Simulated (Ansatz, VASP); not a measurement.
# C: VASP beside Ansatz

INCAR

```
PREC = Accurate
ENCUT = 520
EDIFF = 1E-7
ISMEAR = -1
SIGMA = 0.1
LREAL = F
LASPH = T
NELM = 80
ALGO = Normal
ISIF = 2
LWAVE = F
LCHARG = F
GGA = PE
NBANDS = 11
```

File KPOINTS:

```
regular mesh
0
Gamma
  23 23 5
```

Contents of POSCAR:

```
C
1.0
    1.7194884319      0.0000000000      0.0000000000
   -0.8597442159      1.4891206635      0.0000000000
    0.0000000000      0.0000000000      8.1983522284
C
2
Direct
    0.3333333333      0.6666666667      0.2500000000
    0.6666666667      0.3333333333      0.7500000000
```

Input for Ansatz:

```yaml
crystal:
  lattice:
    - [1.7194884319, 0.0, 0.0]
    - [-0.8597442159, 1.4891206635, 0.0]
    - [0.0, 0.0, 8.1983522284]
  atoms:
    - { symbol: C, position: [0.3333333333, 0.6666666667, 0.25] }
    - { symbol: C, position: [0.6666666667, 0.3333333333, 0.75] }
hamiltonian:
  xc: pbe
  pseudopotentials:
    kind: paw
    azcp:
      C: "pseudopotentials/C.paw.azcp"
basis:
  ecutwfc: 420
  fft_grid_basis: typed
kpoints:
  mp_grid: { grid: [23, 23, 5], shift: [0, 0, 0] }
magnetization:
  spin_polarized: false
scf:
  occupations: { method: fermi_dirac, width: 0.1 }
  lower_state_search: "off"
output:
  stress: true
  write_density: true
  write_potential: true
  elf: true
  volumetric_format: npy
```

Alike in both runs: task single point; functional PBE; k mesh 23 × 23 × 5; occupations fermi-dirac, width 0.1 eV; no spin polarisation.

|  | VASP | Ansatz |
| --- | --- | --- |
| version | VASP 6.6.1 | Ansatz 0.2.0 |
| potentials or method | VASP PAW PBE potentials, release 64 (C) | plane waves (420 eV) with PAW, scalar-relativistic |
| plane-wave cutoff (eV) | 520 | 420 |
| valence electrons in the cell | 8 | 8 |

```csv
,VASP,Ansatz,Ansatz less VASP
pressure (GPa),-0.5,-0.3,+0.14
largest component of the traceless stress (GPa),0.33,0.27,-0.060
```

With one functional, cell and mesh, what is left measures potentials, basis and numerics.

Caveats: this functional lacks dispersion, which binds the layers, so the pressure and a relaxed spacing across them are unreliable.
